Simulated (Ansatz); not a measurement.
Crystal: MoS2.

```
Mo S
1.0
     3.16900    0.00000    0.00000
    -1.58450    2.74443    0.00000
     0.00000    0.00000   12.32400
Mo S
2 4
Direct
  0.66667 0.33333 0.75000
  0.33333 0.66667 0.25000
  0.66667 0.33333 0.37700
  0.33333 0.66667 0.87700
  0.66667 0.33333 0.12300
  0.33333 0.66667 0.62300
```

Program: Ansatz 0.2.0. Alike in all runs: task band structure; potentials or basis Ansatz PAW; no spin polarisation; cell as given; k mesh 10 × 10 × 3; smearing fermi-dirac 0.05 eV.

Question: Order these runs on this cell by their pressure, lowest first.
A. level PBEsol; cutoff (eV) 420
B. level LDA; cutoff (eV) 420
C. level r2SCAN; cutoff (eV) 500
D. level BLYP; cutoff (eV) 420
E. level revPBE; cutoff (eV) 420

Answer: B (-5.7 GPa), A (-3.0 GPa), C (0.8 GPa), E (3.9 GPa), D (9.4 GPa).

Caveats: the PAW data sets come from PBE, with cores solved anew for the run's functional, which leaves a small shift of forces and pressure; this functional lacks dispersion, which binds the layers, so the pressure and a relaxed spacing across them are unreliable (some runs).

Runs at the PBE level aren't shown here.
